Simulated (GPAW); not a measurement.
Runs of GPAW 26.7.0 on Fe. It takes space group Im-3m (No. 229, cubic). The conventional cell has a = 2.886 Å, b = 2.886 Å, c = 2.886 Å, α = 90.00°, β = 90.00°, γ = 90.00°. Fe (site symmetry m-3m) has 8 Fe at 2.50 Å as nearest neighbours. 

```csv
task,level,potentials or basis,U,cell,k mesh,band path,band points,optimizer,fmax,max steps,pressure (GPa),moment (μB)
band structure,C09-vdW,"GPAW PAW data sets (gpaw-data 1.2.1), pw",-,as given,10 × 10 × 10,"GHNGPH,PN",60,-,-,-,-,2.16
band structure,LDA+U,"the program's PAW data sets (release 1.2.1) made for this functional, pw",Fe d U = 4 eV,as given,10 × 10 × 10,"GHNGPH,PN",60,-,-,-,-4.2,(a)
relaxation of cell and atoms,PBEsol,"PAW data sets generated in the run's folder for this functional, pw",-,relaxed to 5 GPa,13 × 13 × 13,-,-,BFGS,0.02 eV/Å,60,4.8,2.04
band structure,rSCAN,"GPAW PAW data sets (gpaw-data 1.2.1), pw",-,as given,10 × 10 × 10,"GHNGPH,PN",100,-,-,-,-1.9,2.70
band structure,PBEsol,"PAW data sets generated in the run's folder for this functional, pw",-,as given,10 × 10 × 10,"GHNGPH,PN",60,-,-,-,(b),2.16
```

Alike in all rows: spin collinear, ferromagnetic start; cutoff (eV) 600; smearing fermi-dirac 0.05 eV.

Problem. Fill in the values left out.

Solution. (a) 2.83; (b) -17.8.

Caveats: the PAW data sets were made with another functional, which shifts forces and pressure a little (some runs); the U is typed as a test and isn't derived for this compound (some runs); each step starts from the last one's moments, so a moment once lost doesn't come back (some runs); later steps reuse the first step's grids (some runs); so large a pressure means that the cell lies far from this level's equilibrium, or that cutoff or potentials fall short (some runs).

Runs at the PBE level aren't shown here.
